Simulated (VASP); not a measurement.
The system is WS2.

```
CELL_PARAMETERS angstrom
0.00000 3.00794 3.00794
3.00794 0.00000 3.00794
3.00794 3.00794 0.00000
ATOMIC_POSITIONS crystal
W 0.00000 0.00000 0.00000
S 0.25000 0.25000 0.25000
S 0.75000 0.75000 0.75000
```

Measurements of this composition are mostly on another form, of space group No. 194.

Base run:

```yaml
Program: VASP 6.6.1
Functional: PBEsol
Potentials_or_basis: VASP PAW PBE potentials, release 64 (W_sv, S)
Cutoff: 520 eV
k_mesh: 6 × 6 × 6
Occupations: gaussian, width 0.05 eV
Spin: collinear spin, ferromagnetic start
Starting_moments: "[0.5, 0.0, 0.0] μB"
```

Its results: band gap on the k mesh none (metal or under the smearing width); pressure -10.7 GPa; net moment 1.75 μB per cell; site moments W +1.40; S -0.04 μB.

Question: The run is repeated on the same cell with these changes: hubbard terms from none to W d U = 5 eV. What comes out?

Answer: Band gap on the k mesh none (metal or under the smearing width); pressure -2.7 GPa; net moment 1.96 μB per cell; site moments W +1.78; S -0.09 μB.

Caveats: the PAW data sets were made with another functional, which shifts forces and pressure a little.

Not every run made on this cell is shown here.
